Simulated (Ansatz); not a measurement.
# Electron scattering at the Σ11 (113) boundary in fcc Rh with Ti (substitutional), part 2 of 2

Wanted: what the Σ11 (113) boundary in fcc Rh with Ti (substitutional) costs an interconnect.

Ansatz 0.2.0; Ansatz plane-wave DFT, PBE, PAW files; relaxation of a bicrystal slab with its lowest layers held; PAW set soft_1 (the session's first sound run).

So far. Step 2 (Relaxing the bicrystal): The largest force component on a free atom ends at 0.019 eV/Å, under the tolerance of 0.03, after 4 steps.

**3. Transmission across the boundary**

Bulk layers of each grain are laid under and over the relaxed boundary, and a lead is named in the middle of each, away from the free faces. The mesh across the current, 24×24, is finer than the density's, because channels open and close sharply across the zone. Energies from -0.1 to 0.1 eV in steps of 0.05 eV are too few for the program's thermal sum, so it prints no conductance; for a metal the transmission near the Fermi level serves, at a fraction of the cost.

This step: Ansatz plane-wave DFT, PBE, PAW files; ballistic transport by layer matching (Landauer), zero bias; boundary relaxed in a short slab, bulk layers laid on; PAW set soft_1 (Ansatz 0.2.0).

System of this step: Σ11 (113) boundary in fcc Rh with Ti (substitutional). The cell holds 38 atoms: 37 Rh and 1 Ti. Cell: a = 2.689 Å, b = 4.658 Å, c = 50.769 Å, α = 90.0°, β = 90.0°, γ = 73.2°. It derives from Rh. Regions: lower grain, 15 atoms (15 Rh); boundary, 11 atoms (10 Rh and 1 Ti); upper grain, 12 atoms (12 Rh). Vacuum lies along c.

Contents of input.yaml:

```yaml
crystal:
  lattice:
    - [2.6891977995, 0.0, 0.0]
    - [1.3445988998, 4.459530044, 0.0]
    - [0.0, 0.0, 50.7685316409]
  atoms:
    - { symbol: Rh, position: [5.4545454547, -10.9090909091, 0.0787889638] }
    - { symbol: Rh, position: [5.181818182, -10.3636363637, 0.1013753526] }
    - { symbol: Rh, position: [4.9090909092, -9.8181818182, 0.1239617414] }
    - { symbol: Rh, position: [4.6363636365, -9.2727272728, 0.1465481302] }
    - { symbol: Rh, position: [4.3636363638, -8.7272727273, 0.169134519] }
    - { symbol: Rh, position: [4.090909091, -8.1818181819, 0.1917209078] }
    - { symbol: Rh, position: [3.8181818183, -7.6363636364, 0.2143072966] }
    - { symbol: Rh, position: [3.5454545456, -7.090909091, 0.2368936854] }
    - { symbol: Rh, position: [3.2727272728, -6.5454545455, 0.2594800742] }
    - { symbol: Rh, position: [3.0000000001, -6.0, 0.282066463] }
    - { symbol: Rh, position: [2.7272727273, -5.4545454546, 0.3046528518] }
    - { symbol: Rh, position: [2.4545454546, -4.9090909091, 0.3272392406] }
    - { symbol: Rh, position: [2.1818181819, -4.3636363637, 0.3498256294] }
    - { symbol: Rh, position: [1.9090909091, -3.8181818182, 0.3724120182] }
    - { symbol: Rh, position: [1.6363636364, -3.2727272728, 0.394998407] }
    - { symbol: Rh, position: [0.3636363636, 0.2727272727, 0.4175847958] }
    - { symbol: Rh, position: [0.0918577187, 0.8162845626, 0.4403478619] }
    - { symbol: Rh, position: [0.8197097393, 0.3605805214, 0.4635525262] }
    - { symbol: Rh, position: [0.5454538558, 0.9090922885, 0.487160196] }
    - { symbol: Rh, position: [0.273979257, 0.452041486, 0.5082175659] }
    - { symbol: Ti, position: [0.0053481616, -0.0106963232, 0.5338250477] }
    - { symbol: Rh, position: [0.2734031338, 0.4531937324, 0.5593752192] }
    - { symbol: Rh, position: [0.5447979733, 0.9104040533, 0.5803376901] }
    - { symbol: Rh, position: [0.8199450124, 0.3601099752, 0.6038112793] }
    - { symbol: Rh, position: [0.0921189787, 0.8157620425, 0.6276595078] }
    - { symbol: Rh, position: [0.3640119327, 0.2719761346, 0.6501743706] }
    - { symbol: Rh, position: [1.6367392054, -3.2734784108, 0.6727607594] }
    - { symbol: Rh, position: [1.9094664782, -3.8189329563, 0.6953471482] }
    - { symbol: Rh, position: [2.1821937509, -4.3643875017, 0.717933537] }
    - { symbol: Rh, position: [2.4549210236, -4.9098420472, 0.7405199258] }
    - { symbol: Rh, position: [2.7276482964, -5.4552965927, 0.7631063146] }
    - { symbol: Rh, position: [3.0003755691, -6.0007511381, 0.7856927034] }
    - { symbol: Rh, position: [3.2731028419, -6.5462056836, 0.8082790922] }
    - { symbol: Rh, position: [3.5458301146, -7.091660229, 0.830865481] }
    - { symbol: Rh, position: [3.8185573873, -7.6371147745, 0.8534518698] }
    - { symbol: Rh, position: [4.0912846601, -8.1825693199, 0.8760382586] }
    - { symbol: Rh, position: [4.3640119328, -8.7280238654, 0.8986246474] }
    - { symbol: Rh, position: [4.6367392055, -9.2734784108, 0.9212110362] }
kpoints:
  mp_grid: { grid: [10, 10, 1] }
hamiltonian:
  xc: pbe
  pseudopotentials: { kind: paw, azcp: { folder: soft_1 } }
scf:
  occupations: { method: fermi_dirac, width: 0.1 }
output:
  transmission:
    leads: [[8, 9], [30, 31]]
    kmesh: [24, 24]
    e_range: [-0.1, 0.1]
    de: 0.05
  write_potential: true
  write_density: true
  volumetric_format: npy
  elf: true
```

Run with:

```
$ ansatz run input.yaml --threads 4 --pin off --max-ram 15360MiB --backend cpu --events-out ev --progress --plain --runs-dir out
```

Numbers of over 12 decimals in the logs are rounded to 6 here.

Log:

```text
[...]
Crystal: 38 atoms, lattice volume = 608.845 Å³
Basis set: ecut = 420 eV, 11967 PW (Γ)
Bands: 385, of which v1, the nominal top of the filled ones, is band 321 counted from 1 (320 counted from 0)
Symmetry: 2 space group operations
[...]
k-points: 31 of 100 (time reversal used)
[...]
SCF iter   1: F=—  HF=-239427.471899 eV  |F-HF|=—  |Δ(HF+E_count)|=         —  Δρ=1.15e-1  dr2=7.74e2  ethr=3.10e-3  ⟨swp⟩=5.9  Hψ=38828  notcnv=0  defer=354
[...]
SCF iter  12: F=-239406.703320 eV  HF=-239406.703320 eV  |F-HF|=4.21e-8  |Δ(HF+E_count)|=   1.15e-8  Δρ=1.81e-6  dr2=5.11e-8  ethr=1.56e-11  ⟨swp⟩=11.0  Hψ=33652  notcnv=0
SCF 1 converged in 12 iterations: F = -239406.703320 eV  dr2 = 5.11e-8
[...]
transmission: 1021 of 10205 steps passed
transmission: 2041 of 10205 steps passed
[...]
transmission: 10205 of 10205 steps passed
WARN: The output density's exchange-correlation potential varies sharply where the density is thin. Do not read a vacuum level from v_tot or v_xc, or from such a field of the output density. On a cell that repeats whose density bears no net charge and no dipole along the vacuum's axis use v_es (v_loc + v_h of the components); under efield.dipole_correction with no amplitude use v_es + v_field, which holds any externa [...]
SCF converged after 12 iterations
Free energy (F): -239406.703320 eV
[...]
Internal energy: -239404.939386 eV  (E = F + TS)
E sigma→0 (E₀):  -239405.821353 eV
Entropy (-TS):   -1.763935 eV (-46.419 meV/atom)
Fermi energy:    18.430344 eV
[...]
--- Band table (eV; the first three rows and the last of 31) ---
  k-point 0: bands = [... 317 lower, 17.8245, 17.9208, 17.9631, 18.0399, 18.1018, 18.1720, 18.1832, 18.2569, ... 60 higher]
  k-point 1: bands = [... 317 lower, 17.8829, 17.9309, 17.9383, 18.0440, 18.0588, 18.0810, 18.1200, 18.1810, ... 60 higher]
  k-point 2: bands = [... 317 lower, 17.8717, 17.8839, 17.9507, 17.9894, 18.0482, 18.0518, 18.0704, 18.1246, ... 60 higher]
  k-point 30: bands = [... 317 lower, 18.9808, 18.9982, 19.0099, 19.0204, 19.0550, 19.0756, 19.0965, 19.1142, ... 60 higher]
--- Transmission ---
  basis      : 107 plane waves across, 65 finite elements along
  points     : 157, standing for a mesh of 24 x 24
  energies   : 5 from -0.100000 to 0.100000 eV about the Fermi level, 0.050000 eV apart; the leads are filled to 0.000000 eV, and channels, transmission and decay are at 0.000000 eV
  crystal 0  : Rh2, at the sites [8, 9], period 2.2934 Å, over 18.35 Å; its Hamiltonian steps by up to 17.6 meV
    offset         : up to 0.0000 Å between an atom of the period and one for which it stands
    channels       : 3.583333e0 a spin
    conductance    : none, the energies end too early or step too widely for 300 K: set another output.transmission.e_range or a lower de, or, where they end at an eighth of basis.ecutwfc, a higher one
[...]
channels       : 3.576389e0 a spin
[...]
junction   : crystal 0 to crystal 1, 12.60 to 38.17 Å
    transmission   : 1.305893e0 a spin
[...]
```

Elapsed: 17 min, on 4 threads of Arm Neoverse V1, shared host; peak memory 9.4 GiB; 60 min of CPU time.

The column dr2 measures how far the density is from self-consistency, as an energy; F and HF (Harris–Foulkes) agree once it is small.

This step gave:

- free energy: -239406.7033 eV
- energy at zero smearing: -239405.8214 eV
- Fermi energy: 18.43 eV
- cell area: 11.99 Å²
- transmission per spin nearest the Fermi level: 1.306
- open channels per spin nearest the Fermi level: 3.583
- open channels per spin, upper lead: 3.576
- step of the lead's potential: 17.6 meV
- step of the upper lead's potential: 19.1 meV

Per spin. Transmission, zone mean against energy, zero at the Fermi level:

```csv
energy (eV),"transmission, zone mean"
-0.1000,1.32
-0.0500,1.31
0.0000,1.31
0.0500,1.31
0.1000,1.34
```

Per spin. The open channels, zone mean by energy, zero at the Fermi level:

```csv
energy (eV),lead,upper lead
-0.1000,3.51,3.51
-0.0500,3.58,3.57
0.0000,3.58,3.58
0.0500,3.64,3.62
0.1000,3.77,3.77
```

Transmission over k1 and k2. At 0.0000 eV from the Fermi level.

Ten even steps from '_' (0.04) to '@' (3.48):
```
**++++**--::==::==******@@**======------::==****
****++++::==::--==******@@**++**--------::--****
****++++==------==**==********==--::::::::::--**
==++======--::::::==++****--++==::::::::....::==
----==============****--========::::::..__....::
----==++::::------==++==::------::......__..__::
--++++++----------====--::------::..______..__::
==**++**------::::==----::::----..________..__::
****++==::--::::::----::==::--::..________....==
**++**==::::::::::----::--::::--..________..::**
******--::::::..::----::::--::--..____..__..--**
******::..........::::------::::..........::****
****--..__..____..--::--::::----::..::::::--****
****::..________..--::::--::----::::::::::==**++
**==....________..::--::==::----::::::--::==++**
==::__..________..----::::----==::::------**++**
--::__..______..::------::--====----------++++++
--::__..__......::------::==++==------::::++==--
--::....__..::::::========--****==============--
====::....::::::::==++--****++==::::::--======++
****--::::::::::--==********==**==------==++++**
******--::--------**++**@@******==--::==::++++**
******==::------======**@@******==::==::--**++++
******==------==::******@@******::==------==****
```
Columns: k1 (b1) from -0.5 to 0.458; rows upwards: k2 (b2) from -0.5 to 0.458.

Open channels over k1 and k2. At 0.0000 eV from the Fermi level.

Ten even steps from '_' (1.00) to '@' (7.00):
```
**++++@@----++--++**%%%%@@%%**++++++++++--**--**
++++++%%..++--++++**%%%%@@%%****++++++++++++--++
--++++%%--..++++++****%%%%%%**++++++----++--..--
--++--**--..------++**%%%%++**++++++--------..--
----****--++++++++****++******++++------..--....
------%%..--++++++++****----++++++----....--__..
--++++%%----++++++++**----------........----__..
--++++@@--++++++++++++----------........----__..
--++++**--++--++++++----++----..........----..--
++++++**++------++------++----............--..--
****--++++------..------++--..............--..++
****----------......----**----......----------**
**++..--..............--++------..------++++--**
++--..--............----++------++------++**++++
----..----..........----++----++++++--++--**++++
--..__----........----------++++++++++++--@@++++
--..__----........----------**++++++++----%%++++
--..__--....----++++++----****++++++++--..%%----
--....--..------++++******++****++++++++--****--
----..--------++++++**++%%%%**++------..--**--++
----..--++----++++++**%%%%%%****++++++..--%%++++
++++--++++++++++++****%%@@%%%%**++++--++..%%++++
****--**--++++++++++**%%@@%%%%**++--++----@@++++
****++**----++++--**%%%%@@%%%%**--++++----**++**
```
Columns: k1 (b1) from -0.5 to 0.458; rows upwards: k2 (b2) from -0.5 to 0.458.

Valence density in the ca plane at fractional y = 0.000, with atoms of Rh and Ti within 0.2 Å of it. It is the smooth field of the valence electrons, not physical close to the nuclei.

Ten steps, logarithmic in the rise over the least value, from '0' (0 e/Å³) to '9' (11 e/Å³), each cell a mean:
```
45431000134532112221126998411222111345421001
33321111123321124553114675212455311233321111
12221111122110147875211332124787521012221111
01112222211000158986311111125899630001112222
11112222211100147886311221124788620011112222
23221111122221135764213554213576421123221111
34431000134432113332115887311333211244321001
45531000135542111211027998411121111345421000
```
Columns run along c (16.0 Å, from fractional 0.36 to 0.68 of the cell), rows up along a (2.7 Å). Atoms in or near the plane, at fractional coordinates: Ti at (0.53, 0.01).

ELF in the ca plane at fractional y = 0.000, with atoms of Rh and Ti within 0.2 Å of it. It is the smooth field of the valence electrons, not physical close to the nuclei.

Ten even steps from '0' (0.13) to '9' (0.72), each cell a mean:
```
24311111113421221112107999202211121133211111
12222111112211112443202785022343111122221111
11121121121111125874221221133687411111221121
11211121122111137985243112433798611111211221
11221121122111137885231111233798511111211221
11122111221111113663211563023565211111121111
23211111112321211222205998112221121123211111
34321101123421222222108989302222221134311111
```
Columns run along c (16.0 Å, from fractional 0.36 to 0.68 of the cell), rows up along a (2.7 Å). Atoms in or near the plane, at fractional coordinates: Ti at (0.53, 0.01).

Electrostatic potential energy in the ca plane at fractional y = 0.000, with atoms of Rh and Ti within 0.2 Å of it. With pseudopotentials it is smooth inside the atoms' cores, unlike the true potential.

Values in eV, 5 rows by 16 columns, each cell a mean:
```
  2  16  20  10   8  18  11  15 -18  -6  15  12  18   3  17  20
 17  17  18  17  18   9 -26  12   5  11  -3 -20  18  17  18  18
 20  17  17  18  20   4 -35   8  15  17 -11 -29  18  20  17  17
 13  17  19  16  16  13 -13  14  -4   5   4  -8  18  14  17  19
 -3  15  21   8   4  19  16  15 -20  -9  18  17  18  -2  16  21
```
Columns run along c (16.0 Å, from fractional 0.36 to 0.68 of the cell; values clipped at the 3rd and 97th percentile), rows up along a (2.7 Å). Atoms in or near the plane, at fractional coordinates: Ti at (0.53, 0.01).

Over the solved energies the transmission per spin lies between 1.31 and 1.34, out of 3.62 channels of the lead on average (up to 3.77).

**4. Specific resistance**

This step: Ansatz plane-wave DFT, PBE, PAW files; ballistic transport by layer matching (Landauer), zero bias; specific resistance of the boundary; PAW set soft_1 (Ansatz 0.2.0).

Numbers from this step:

```yaml
area_resistance: 0.7459 fΩ m²
t_over_the_leads_mean_channel_count: 0.3648
```

Averaged over the energies near the Fermi level, 36.5 % of the channels pass, which makes 0.746 fΩ m².

By hand, with T and the leads' channels N averaged over the energies near the Fermi level: RA = A (h/2e²)(1/T − ½[1/N₁ + 1/N₂]) = 11.99×10⁻²⁰ m² × 12 906 Ω × (1/1.318 − ½[1/3.617 + 1/3.611]) = 0.746 fΩ m².

**5. Summary of results**

* specific resistance of the boundary: 0.746 fΩ m²
* share of channels that pass: 0.365

**Reading.** The boundary has a specific resistance of 0.75 fΩ m². The boundary reflects 64 % of the channels; 0.75 fΩ m² is 7.5×10⁻¹² Ω·cm². One Ti in 12.0 Å² of boundary is a high coverage. Each plane of this narrow cell holds one atom, so the solute fills a whole plane. One starting structure was relaxed; another shift or atom count at the boundary may lie lower.

[Logs are printed without paths, hosts, clocks, repeated set-up lines and the standing remarks that a program may print on its own settings, such as how far it seeks lower states.]

[Hosts, paths, dates, database ids (printed as entryN), source tags and the programs' standing remarks are cut or masked in the printed files.]
